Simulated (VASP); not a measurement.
A run of VASP 6.6.1 is set up as follows.

Contents of INCAR:

```
SYSTEM = Mo
PREC = Accurate ; ENCUT = 520
EDIFF = 1E-6 ; ISMEAR = -1
SIGMA = 0.1 ; LREAL = .FALSE.
LASPH = .TRUE. ; NELM = 60
ALGO = Normal ; ISIF = 2
LWAVE = .FALSE. ; LCHARG = .TRUE.
LELF = .TRUE. ; LVHAR = .TRUE.
NBANDS = 13
```

Contents of KPOINTS:

```
regular mesh
0
G
  20 20 20
  0 0 0
```

Contents of POSCAR:

```
Mo
1.0
    2.5578741124      0.0000000000      0.0000000000
    0.0000000000      2.5578741124      0.0000000000
    0.0000000000      0.0000000000      2.5578741124
Mo
1
Direct
    0.0000000000      0.0000000000      0.0000000000
```

Potentials or basis: VASP PAW LDA potentials, release 64 (Mo_sv).

Run with:

```bash
$ cat potpaw_LDA.64/Mo_sv/POTCAR > POTCAR
$ mpirun -np 1 vasp_std > vasp.out
```

Estimate the band gap on the k mesh.

none (metal or under the smearing width).

Predict the pressure.

0.6 GPa.
